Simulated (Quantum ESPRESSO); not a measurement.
Crystal: BAs.

```
CELL_PARAMETERS angstrom
2.12755 0.00000 0.00000
0.00000 3.17406 0.00000
0.00000 0.00000 4.95098
ATOMIC_POSITIONS crystal
B 0.00000 0.50000 0.00000
As 0.50000 0.50000 0.50000
```

The cell was built by a generator and needn't be a form met in nature.

```yaml
Program: Quantum ESPRESSO 7.5
Task: phonons
Functional: PBE
Potentials_or_basis: GBRV 1.5 PBE
Cutoff: 612 eV
Density_cutoff: 4898 eV
k_mesh: 8 × 6 × 4
Occupations: fermi-dirac, width 0.05 eV
Spin: no spin polarisation
Mixing_beta: 0.5
Most_SCF_iterations: 120
SCF_threshold: 4e-10 Ry
```

Problem. What is the highest optical frequency at the zone centre?

Solution. 122i cm⁻¹, a mode of symmetry B3u (IR).

Optical modes at Γ, degenerate ones joined:
```
cm⁻¹  components  symmetry  active in
429i           1       B1u         IR
228i           1       B2u         IR
122i           1       B3u         IR
```

Caveat: the k mesh is coarse (spacing up to 0.37 Å⁻¹), so the values aren't converged; the mesh is thin for the phonons of a metal; some modes are imaginary; the cell is more than 3 GPa from zero pressure, which shifts response properties.
